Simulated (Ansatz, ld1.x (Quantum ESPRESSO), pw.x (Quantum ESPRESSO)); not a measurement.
**silver: does the TM potential hold in the solid?**

| Quantity | Value |
| --- | --- |
| Element | Ag (Z = 47) |
| Generator | ld1.x (Quantum ESPRESSO) 7.5 |
| Type | norm-conserving Troullier–Martins (Kleinman–Bylander form) |
| Functional | PBE |
| Relativity | scalar-relativistic |
| Frozen core | [Kr] |
| Valence charge | 11 |
| Reference configuration | 4d10 5s0 5p0 (charge +1) |
| Partial waves | 5s (bound, empty): rc 2.00 bohr; 5p (bound, empty): rc 3.00 bohr; 4d (bound): rc 1.60 bohr |
| Local potential | all-electron potential smoothed inside 2.60 bohr (lloc = -1) |
| Core correction | none |

Atomic tests: cutoffs needed: 70 Ry and 100 Ry (the cutoffs (Ry, on a coarse ladder) from which the occupation-weighted sum of valence levels, in a spherical-Bessel basis at the reference potential, stays within 10 and 1 mRy of its value at 400 Ry); ghost test: no extra level below or beside the all-electron valence levels (s, p, d, f tested) (spherical-Bessel basis up to 400 Ry, 20 bohr box); configuration tests: 1 of 7 tests not solved or not reliable.

Crystal test: sc Ag in pw.x 7.5, no spin, 12³ k-points, Fermi–Dirac smearing 0.01 Ry, cutoffs 120/480 Ry. The reference is all-electron LAPW (Ansatz 0.2.0) with the same functional, mesh and smearing; V0 and B0 come from Birch–Murnaghan fits to the pressures at five volumes. Errors are pseudo minus all-electron; Δ is the rms difference of the E(V) curves that follow from these fits, minima aligned, over ±6 % about the mean V0. Mesh and smearing are coarse, so the numbers serve the comparison and aren't converged zero-temperature values; the lattice is a test structure that the element need not adopt.

| V (Å³/atom) | P all-electron (GPa) | P pseudo (GPa) |
| --- | --- | --- |
| 19.838 | 3.74 | 1.93 |
| 20.360 | 1.63 | -0.05 |
| 20.882 | -0.15 | -1.73 |
| 21.404 | -1.65 | -3.13 |
| 21.926 | -2.91 | -4.30 |

All-electron: a0 = 2.752 Å (V0 = 20.84 Å³/atom), B0 = 66.2 GPa.

Pseudopotential: mean pressure error (GPa): -1.59; a0 (Å): 2.730; a0 error (%): -0.79; B0 error (%): +7.7; Δ (meV/atom): 7.4. The largest radius (3.00 bohr) exceeds half the bond length (2.60 bohr), so the spheres overlap, which is one possible source of error among others. This is a poor potential for the solid. Atomic configuration tests: 1 of 7 tests not solved or not reliable.

At the middle volume, how do free energy and pressure move when the wave cutoff is lowered (ecutrho kept at four times it)?

```csv
cutoff (Ry),shift of F (meV/atom),shift of P (GPa)
54,+993.4,-49.60
72,+26.3,-1.36
96,+11.6,-0.16
```

The run at the middle volume (84 k-points, 10 iterations) took about 40 s on one core of a shared host (Neoverse-V1, 32 threads, 247 GiB, load 30).
